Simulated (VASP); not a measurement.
Write the native input for VASP 6.6.1 that does the following.

```yaml
Task: relaxation of cell and atoms
Functional: PBE
Potentials_or_basis: VASP PAW PBE potentials, release 64 (Si)
Cutoff: 600 eV
k_mesh: 12 × 12 × 11
Occupations: fermi-dirac, width 0.05 eV
Spin: no spin polarisation
Further_INCAR_settings: ALGO = Normal; EDIFF = 1e-07; IBRION = 2; EDIFFG = -0.01; NSW = 40; ISIF = 3
```

The structure of Si lies in POSCAR:

```
Si
1.0
    2.6205428149      0.0000000000      0.0000000000
   -1.3102714075      2.2694566494      0.0000000000
    0.0000000000      0.0000000000      2.4663543900
Si
1
Direct
    0.0000000000      0.0000000000      0.0000000000
```

This isn't the form of Si at room conditions, which is diamond.

These files were run (other wordings do the same):

INCAR

```
PREC     = Accurate       # precision mode
ENCUT    = 600            # plane-wave cutoff, eV
EDIFF    = 1E-7           # SCF threshold, eV
ISMEAR   = -1             # smearing method
SIGMA    = 0.05           # smearing width, eV
LREAL    = False          # projectors in reciprocal space
LASPH    = True           # aspherical terms in the spheres
NELM     = 80             # most SCF steps
ALGO     = Normal         # electronic algorithm
ISIF     = 3              # what is computed and relaxed
LWAVE    = False          # write WAVECAR
LCHARG   = False          # write CHGCAR
GGA      = PE             # functional
IBRION   = 2              # ionic algorithm
NSW      = 40             # ionic steps
EDIFFG   = -0.01          # ionic threshold
```

KPOINTS

```
Automatic mesh
0
Gamma
  12 12 11
```

Potentials or basis: VASP PAW PBE potentials, release 64 (Si).

The run is started by

```bash
$ cat potpaw_PBE.64/Si/POTCAR > POTCAR
$ mpirun -np 1 vasp_std > vasp.out
```

Results of the run:

```json
{"Relaxed volume": "15.05 Å³/atom", "Relaxed cell": "a = 2.633 Å, b = 2.633 Å, c = 2.506 Å, α = 90.00°, β = 90.00°, γ = 120.00°", "Space group after relaxing (to 0.05 Å)": "P6/mmm (No. 191)", "Energy gained by relaxing": "4.9 meV/atom", "Ionic steps": "7", "Pressure after relaxing": "0.0 GPa", "Band gap on the k mesh": "none (metal or under the smearing width)"}
```

Wall time 21 s on 1 thread of Intel(R) Xeon(R) Platinum 8259CL CPU @ 2.50GHz (Skylake/Cascade Lake) (shared host), peak memory 0.14 GiB.
